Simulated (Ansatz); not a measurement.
Te:

```
Te
1.0
     5.22326    0.00000    0.00000
     0.00000    5.22326    0.00000
     0.00000    0.00000    5.22326
Te
4
Direct
  0.87500 0.12500 0.62500
  0.37500 0.37500 0.37500
  0.12500 0.62500 0.87500
  0.62500 0.87500 0.12500
```

The cell was built by a generator and needn't be a form met in nature.

Base run:

| Property | Result |
| --- | --- |
| Program | Ansatz 0.2.0 |
| Functional | revPBE |
| Potentials or basis | Ansatz PAW |
| Cutoff | 420 eV |
| Density cutoff | 1680 eV |
| k mesh | 4 × 4 × 4 |
| Occupations | fermi-dirac, width 0.05 eV |
| Spin | no spin polarisation |

Its results: band gap on the k mesh none (metal or under the smearing width); pressure 1.0 GPa.

Task: The run is repeated on the same cell with these changes: functional from revPBE to PBEsol. What comes out?

Result: Band gap on the k mesh none (metal or under the smearing width); pressure -2.1 GPa.

PBEsol binds more tightly than revPBE, so the same cell stands under less pressure.

Caveats: the PAW data sets come from PBE, with cores solved anew for the run's functional, which leaves a small shift of forces and pressure; the potentials were made for another functional, which shifts forces and pressure (some runs).

Not every run made on this cell is shown here.
